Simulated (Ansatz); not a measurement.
## TiS₂ (CdI2-type structure)

Level of theory: DFT, r²SCAN, scalar-relativistic, no spin polarisation; plane waves to 500 eV with PAW datasets (Ansatz 0.2.0), Γ-centred 12×12×6 mesh, 0.05 eV Gaussian smearing. The datasets are Ansatz's generated set soft_2.

```
CELL_PARAMETERS angstrom
3.42494 0.00000 0.00000
-1.71247 2.96609 0.00000
0.00000 0.00000 5.96632
ATOMIC_POSITIONS crystal
Ti 0.00000 0.00000 0.00000
S 0.33333 0.66667 0.23493
S 0.66667 0.33333 0.76507
```

The compound is reported in the structure type of the start.

The cell is relaxed to zero pressure at this level.

* Space group: P-3m1 (No. 164)
* Volume: 20.20 Å³/atom
* Bader charges: Ti 1.86; S -0.93 e
* Formation energy from the elements (0 K, uncorrected): -1.50 eV/atom
* Shear modulus (Hill): 23 GPa
* Young's modulus: 56 GPa
* Poisson's ratio: 0.20
* Elastically stable: yes

(1) What does r²SCAN give for the band gap?

Answer:

(1) 0.22 eV.

Bader charges against formal ones: Ti +1.86 (+4), S −0.93 (−2). The cations give up 47 % of the formal charge; Bader charges stay under formal ones because the anions' density reaches into the cations' basins, the more so the higher the formal charge and the softer the anion.

Formal charges Ti⁴⁺, S²⁻ balance and leave closed shells on every ion, so a band insulator is expected, and the gap is 0.22 eV.

**What was measured.** “Crystal growth, characterization and electronic band structure of TiSeS”, 2022, arxiv:2210.12799 quotes, for a bulk crystal of TiS2: lattice constant a 3.407 Å; lattice constant c 5.695 Å.

The results are compared with them further down.

**Against experiment.** Against the measured lattice constant a of TiS2, 3.407 Å (quoted in “Crystal growth, characterization and electronic band structure of TiSeS”, 2022, arxiv:2210.12799), the calculated 3.425 Å is off by +0.5 %. A measured lattice constant c of TiS2 is 5.695 Å (quoted in “Crystal growth, characterization and electronic band structure of TiSeS”, 2022, arxiv:2210.12799); the calculated 5.966 Å misses it by +4.8 %. The calculation is for a static lattice, without zero-point motion or thermal expansion.

The structure is built of weakly bound layers, and this functional has no dispersion term, so their spacing and all that hangs on it (volume, the soft elastic constants, low modes, dielectric constants) are poorly given.
